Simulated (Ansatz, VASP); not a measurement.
## TiB2 in VASP and in Ansatz

Contents of POSCAR:

```
TiB2
1.0
    2.9673622405      0.0000000000      0.0000000000
   -1.4836811203      2.5698110825      0.0000000000
    0.0000000000      0.0000000000      3.1624957934
Ti B
1 2
Direct
    0.0000000000      0.0000000000      0.0000000000
    0.6666666667      0.3333333333      0.5000000000
    0.3333333333      0.6666666667      0.5000000000
```

INCAR.step1

```
SYSTEM = TiB2
PREC = Accurate
ENCUT = 520
ISMEAR = -1
SIGMA = 0.05
LREAL = .False.
LASPH = .True.
NELM = 60
NBANDS = 16
GGA = PE
ALGO = Normal
EDIFF = 1E-4
LWAVE = .True.
LCHARG = .False.
```

Contents of INCAR.step2:

```
SYSTEM = TiB2
PREC = Accurate
ENCUT = 520
EDIFF = 1E-6
ISMEAR = -1
SIGMA = 0.05
LREAL = .False.
LASPH = .True.
NELM = 60
ALGO = Normal
ISIF = 2
LWAVE = .False.
LCHARG = .True.
METAGGA = R2SCAN
LMIXTAU = .True.
LELF = .True.
LVHAR = .True.
NBANDS = 16
ISTART = 1
```

The input KPOINTS:

```
regular mesh
0
Gamma
  10 10 8
  0 0 0
```

The input input.yaml:

```yaml
crystal:
  lattice:
    - [2.9673622405, 0.0, 0.0]
    - [-1.4836811203, 2.5698110825, 0.0]
    - [0.0, 0.0, 3.1624957934]
  atoms:
    - { symbol: Ti, position: [0.0, 0.0, 0.0] }
    - { symbol: B, position: [0.6666666667, 0.3333333333, 0.5] }
    - { symbol: B, position: [0.3333333333, 0.6666666667, 0.5] }
hamiltonian:
  xc: r2scan
  pseudopotentials: { kind: paw }
kpoints:
  mp_grid: { grid: [10, 10, 8] }
scf:
  occupations: { method: fermi_dirac, width: 0.05 }
output:
  forces: true
  stress: true
  eigenvalues: true
  write_density: true
  write_potential: true
  elf: true
  volumetric_format: npy
```

Alike in both runs: task single point; functional r2SCAN; k mesh 10 × 10 × 8; occupations fermi-dirac, width 0.05 eV; no spin polarisation.

|  | VASP | Ansatz |
| --- | --- | --- |
| version | VASP 6.6.1 | Ansatz 0.2.0 |
| potentials or method | VASP PAW PBE potentials, release 64 (Ti_sv, B) | Ansatz PAW |
| plane-wave cutoff (eV) | 520 | 500 |
| valence electrons in the cell | 18 | 18 |

```tsv
	VASP	Ansatz	Ansatz less VASP
gap on the k mesh at the Fermi level (eV)	none	none	-
pressure (GPa)	17.9	16.9	-0.99
largest component of the traceless stress (GPa)	2.00	2.09	+0.098
```

A gap of «none» marks a metal or a gap that the smearing closes.

Caveats: so large a pressure means that the cell lies far from this level's equilibrium, or that cutoff or potentials fall short (VASP); the potentials were made for another functional, which shifts forces and pressure (VASP); the PAW data sets come from PBE, with cores solved anew for the run's functional, which leaves a small shift of forces and pressure (Ansatz).
